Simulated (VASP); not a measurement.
Set up this calculation in VASP 6.6.1, as the native input.

| Property | Result |
| --- | --- |
| Task | relaxation of the atoms |
| Functional | PBE |
| Potentials or basis | VASP PAW PBE potentials, release 64 (Ge) |
| Cutoff | 300 eV |
| k mesh | 5 × 5 × 5 |
| Occupations | gaussian, width 0.03 eV |
| Spin | no spin polarisation |
| Further INCAR settings | ALGO = Normal; EDIFF = 1e-07; IBRION = 2; EDIFFG = -0.01; NSW = 40 |

The structure of Ge lies in POSCAR:

```
Ge                                      
1.0
    0.0000000000      2.9511142927      2.9511142927
    2.9511142927      0.0000000000      2.9511142927
    2.9511142927      2.9511142927      0.0000000000
  Ge            
     2
Direct
     0.0000000000000000    0.0000000000000000    0.0000000000000000
     0.2500000000000000    0.2500000000000000    0.2500000000000000
```

The cell isn't the ideal one: a relaxed cell with its volume scaled by 1.06.

These files were run (other wordings do the same):

INCAR

```
PREC     = Accurate       # precision mode
ENCUT    = 300            # plane-wave cutoff, eV
EDIFF    = 1E-7           # SCF threshold, eV
ISMEAR   = 0              # smearing method
SIGMA    = 0.03           # smearing width, eV
LREAL    = F              # projectors in reciprocal space
LASPH    = T              # aspherical terms in the spheres
NELM     = 80             # most SCF steps
ALGO     = Normal         # electronic algorithm
ISIF     = 2              # what is computed and relaxed
LWAVE    = F              # write WAVECAR
LCHARG   = F              # write CHGCAR
GGA      = PE             # functional
IBRION   = 2              # ionic algorithm
NSW      = 40             # ionic steps
EDIFFG   = -0.01          # ionic threshold
```

KPOINTS

```
regular mesh
0
Gamma
  5 5 5
```

Potentials or basis: VASP PAW PBE potentials, release 64 (Ge).

Command:

```sh
$ cat potpaw_PBE.64/Ge/POTCAR > POTCAR
$ mpirun -np 1 vasp_std > vasp.out
```

Results of the run:

```
Pressure after relaxing : -2.8 GPa
Band gap on the k mesh  : none (metal or under the smearing width)
```

Caveat: the k mesh is coarse (spacing up to 0.37 Å⁻¹), so the values aren't converged; the relaxation stopped at its first step, so nothing moved.

Run time: 4.8 s on 1 thread of AMD EPYC 7R43 64-Core Processor (Zen 3), on a shared host, peak memory 0.1 GiB.
